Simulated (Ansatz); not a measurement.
**Rh: changing the choice of potentials or basis**

```
Rh
1.0
     2.73098    0.00000    0.00000
    -1.36549    2.36510    0.00000
     0.00000    0.00000    4.42849
Rh
2
Direct
  0.33333 0.66667 0.25000
  0.66667 0.33333 0.75000
```

This isn't the form of Rh at room conditions, which is fcc.

Kept alike: task equation of state; functional PBEsol; k mesh 11 × 11 × 6; occupations fermi-dirac, width 0.05 eV; no spin polarisation. Program: Ansatz. Cutoffs run from 420 to 2100 eV. The mesh is that of the run's cell of 2 atoms. No spin-orbit coupling.

| choice of potentials or basis | volume (Å³/atom) | bulk modulus (GPa) |
| --- | --- | --- |
| Ansatz PAW (files of its older set among them) (made for PBE) | 13.557 | 293.0 |
| Ansatz PAW (made for PBE) | 13.556 | 293.0 |
| JTH PAW (made for PBE) | 13.548 | 294.7 |
| PseudoDojo standard (made for PBE) | 13.578 | 293.1 |
| PseudoDojo stringent (made for PBE) | 13.578 | 293.1 |

For a metal such a mesh leaves the last digits unconverged. Volume and modulus come from cells scaled at fixed shape and fractions; off cubic symmetry such a modulus can lie above the relaxed one.

The volume runs from 13.548 (JTH PAW (made for PBE)) to 13.578 Å³/atom (PseudoDojo standard (made for PBE); PseudoDojo stringent (made for PBE)). The bulk modulus runs from 293.0 (Ansatz PAW (files of its older set among them) (made for PBE); Ansatz PAW (made for PBE)) to 294.7 GPa (JTH PAW (made for PBE)).
